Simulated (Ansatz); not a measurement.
Rutile RuO2 was calculated with PBEsol (plane waves, PAW; Ansatz, a first-principles code).

Settings: plane-wave cutoff 520 eV, 12×12×18 k mesh (along the axes of the cell as run), Fermi–Dirac smearing 0.05 eV, no spin polarisation, scalar-relativistic PAW data made under PBE.

Shape and atoms are relaxed at each volume.

Pressure at four volumes; x = ln(V/10.278 Å³). One pressure is withheld.

```tsv
V (Å³/atom)	x	P (GPa)
9.867	-0.0408	12.51
10.278	0.0000	0.00
10.483	0.0197	-5.26
10.689	0.0392	?
```

Pass a parabola P(x) through the three rows shown, estimate the bulk modulus and its pressure derivative near zero pressure, and predict the withheld pressure.

Slopes between the rows: (0.00 − (12.51))/(0.0000 − (-0.0408)) = -306.62 and (-5.26 − (0.00))/(0.0197 − (0.0000)) = -267.01 GPa. Their difference over the span 0.0605 is c = 39.61/0.0605 = 654.7 GPa, so P(x) = 12.51 + (-306.62)(x − (-0.0408)) + 654.7 (x − (-0.0408))(x − (0.0000)). At the middle row B = −dP/dx = −[-306.62 + 654.7 × 0.0408] = 279.9 GPa, and B′ = dB/dP = 2c/B = 4.7. At x = 0.0392 the parabola gives -9.97 GPa; the run gives -9.96 GPa. The Birch–Murnaghan fit to the energies at all volumes has B0 = 279 GPa and B′ = 4.7.

Measured, for comparison: bulk modulus 270 GPa (room temperature, no zero-point or thermal correction; as tabulated in LI and ZENG (2008), arXiv:0807.3251). Computed (rounded) less measured: bulk modulus +3 %. A static lattice is as a rule a little smaller and stiffer than an uncorrected measurement, which can account for part of this.

Note: the bulk modulus comes from volumes at which shape and atoms were relaxed.
